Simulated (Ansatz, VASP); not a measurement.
## One calculation of BN, two programs

```
B N
1.0
     2.52903    0.00000    0.00000
    -1.26452    2.14684    0.00000
     0.00000    0.00000    6.66120
B N
2 2
Direct
  0.33333 0.66667 0.25000
  0.66667 0.33333 0.75000
  0.33333 0.66667 0.75000
  0.66667 0.33333 0.25000
```

Change from the starting cell: strain +0.0100 x Voigt [1, -1, 0, 0, 0, 0], atoms carried along.

Alike in both runs: task single point; functional PBEsol; k mesh 12 × 12 × 4; occupations gaussian, width 0.05 eV; no spin polarisation.

|  | VASP | Ansatz |
| --- | --- | --- |
| version | VASP 6.6.1 | Ansatz 0.2.0 |
| potentials or method | VASP PAW PBE potentials, release 64 (B, N) | scalar-relativistic, plane waves, PAW |
| plane-wave cutoff (eV) | 520 | 420 |
| valence electrons in the cell | 16 | 16 |

```csv
,VASP,Ansatz,Ansatz less VASP
gap on the k mesh at the Fermi level (eV),4.11,4.12,+0.011
least direct gap on the mesh (eV),4.59,4.59,+0.007
pressure (GPa),0.9,0.6,-0.30
largest component of the traceless stress (GPa),7.55,7.58,+0.030
rms of the force components (eV/Å),0.159,0.158,-0.0013
```

Atom by atom the forces differ by 0.001 eV/Å (rms over components).

Caveats: the PAW data sets were made with another functional, which shifts forces and pressure a little (VASP); this functional lacks dispersion, which binds the layers, so the pressure and a relaxed spacing across them are unreliable. A k mesh can miss the band edges.
